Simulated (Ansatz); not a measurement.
**HfN under changes of volume**

One of the cells (11.482 Å³/atom); the others are scaled copies at fixed shape and fractional positions:

```
Hf N
1.0
     0.00000    2.25600    2.25600
     2.25600    0.00000    2.25600
     2.25600    2.25600    0.00000
Hf N
1 1
Direct
  0.00000 0.00000 0.00000
  0.50000 0.50000 0.50000
```

| Quantity | Value |
| --- | --- |
| Program | Ansatz 0.2.0 |
| Functional | PBE0 |
| Potentials or basis | Ansatz PAW |
| Cutoff | 420 eV (not typed: the program's choice for these potentials) |
| k mesh | 6 × 6 × 6 |
| Occupations | fermi-dirac, width 0.05 eV |
| Spin | no spin polarisation |

| volume (Å³/atom) | energy over the lowest point (meV/atom) | pressure (GPa) |
| --- | --- | --- |
| 10.793 | ? | ? |
| 11.023 | 22.61 | 14.7 |
| 11.252 | 6.61 | 7.8 |
| 11.482 | 0.00 | 1.6 |
| 11.712 | 1.85 | -4.0 |
| 11.941 | 11.13 | -9.1 |
| 12.171 | 27.49 | -13.6 |

What does the run at 10.793 Å³/atom give?

Energy over the lowest point 49.08 meV/atom; pressure 22.3 GPa.

Worked out: A Birch-Murnaghan fit of order 3 (a polynomial in V^(-2/3)) to the other rows has its minimum at 11.54 Å³/atom with B0 = V·E''(V) = 287 GPa and B' = 4.2. It gives 49.04 meV/atom at 10.793 Å³/atom, against the run's 49.08, and -dE/dV = 22.3 GPa, against 22.3.

Energies are extrapolated to zero smearing.

Caveats: all runs use coarse meshes; the PAW data sets come from PBE, with cores solved anew for the run's functional, which leaves a small shift of forces and pressure; the thresholds are loose for stress.
